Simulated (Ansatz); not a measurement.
## A computed series for BaSnO3: pressure series

Take BaSnO₃ in the cubic perovskite structure (space group Pm-3m, No. 221; a = 4.176 Å) as the base.

Cell and atoms are relaxed at each pressure.

Calculations: PBE (Ansatz, a program for electronic structure, PAW, no spin-orbit coupling).

```csv
pressure (GPa),band gap (eV)
-2,0.30
-1,0.39
0,0.48
1.8,0.63
4.2,?
9,1.19
18,1.80
```

Question: Fit E_g = E₀ + αP + βP² to the rows shown and predict the withheld row.

Answer: Least squares on the printed values gives E₀ = 0.48 eV, α = 85.5 meV/GPa, β = -0.67 meV/GPa² (largest residual 0.00 eV); this predicts 0.82 eV, and the run gives 0.83 eV, in agreement.

Load acts through the strain it causes; cell and atoms are relaxed under it. Stability against distortions was not tested. Competing high-pressure phases were not computed. A zero or small gap of BaSnO3 under pressure −2 GPa can be the functional's error rather than a property of the material.
